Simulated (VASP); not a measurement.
The system is Ni.

```
CELL_PARAMETERS angstrom
0.00000 1.73757 1.73757
1.73757 0.00000 1.73757
1.73757 1.73757 0.00000
ATOMIC_POSITIONS crystal
Ni 0.00000 0.00000 0.00000
```

| Item | Value |
| --- | --- |
| Program | VASP 6.6.1 |
| Task | relaxation of cell and atoms |
| Functional | BEEF-vdW |
| Potentials or basis | VASP PAW PBE potentials, release 64 (Ni) |
| Cutoff | 600 eV |
| k mesh | 13 × 13 × 13 |
| Occupations | fermi-dirac, width 0.05 eV |
| Spin | collinear spin, ferromagnetic start |
| Starting moments | [1.0] μB |

At the start: pressure 10.8 GPa; volume 10.49 Å³/atom.

Q: How do energy, volume and symmetry change on relaxing?

A: Over 3 steps the energy falls by 17.6 meV/atom and the volume is 11.05 Å³/atom (+5.3 %); space group Fm-3m (No. 225, to 0.05 Å); moment 0.62 μB per cell.

Step by step:
```tsv
step	energy change (eV)	largest force (eV/Å)	pressure (GPa)	volume (Å³)
1	0.0000	0.0000	10.81	10.49
2	-0.0028	0.0000	-8.03	11.60
3	-0.0176	0.0000	-0.01	11.05
```

Final structure:
```
Ni
1.0
     0.00000    1.76765    1.76765
     1.76765    0.00000    1.76765
     1.76765    1.76765    0.00000
Ni
1
Direct
  0.00000 0.00000 0.00000
```

Caveat: the PAW data sets were made with another functional, which shifts forces and pressure a little.
